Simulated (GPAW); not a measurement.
Runs of GPAW 26.7.0 on Hf. Symmetry: Fm-3m, No. 225, cubic system. Conventional cell: a = 4.440 Å, b = 4.440 Å, c = 4.440 Å, α = 90.00°, β = 90.00°, γ = 90.00°. Hf (site symmetry m-3m) is surrounded by 12 Hf at 3.14 Å. This isn't the form of Hf at room conditions, which is hcp.

```csv
level,gap on the mesh (eV),pressure (GPa),relaxed volume (Å³/atom)
PBEsol+D3(BJ)+ATM,none,0.1,20.98
PBEsol+D3(BJ),none,0.1,20.88
PBEsol,none,0.0,21.64
PBEsol+D3,none,0.1,(a)
PBEsol+D4,none,0.0,(b)
```

Alike in all rows: task relaxation of cell and atoms; potentials or basis PAW data sets generated in the run's folder for this functional, pw; no spin polarisation; cell relaxed; k mesh 10 × 10 × 10; cutoff (eV) 600; smearing fermi-dirac 0.05 eV.

Problem. Fill in the values left out.

Solution. (a) 21.00; (b) 21.47.

Caveats: later steps reuse the first step's grids; pairwise dispersion overbinds metals, which lowers pressure and volume (some runs).

A k mesh can miss the band edges, and the runs leave out spin-orbit coupling on Hf.

A gap of «none» marks a metal or a gap under the smearing width.
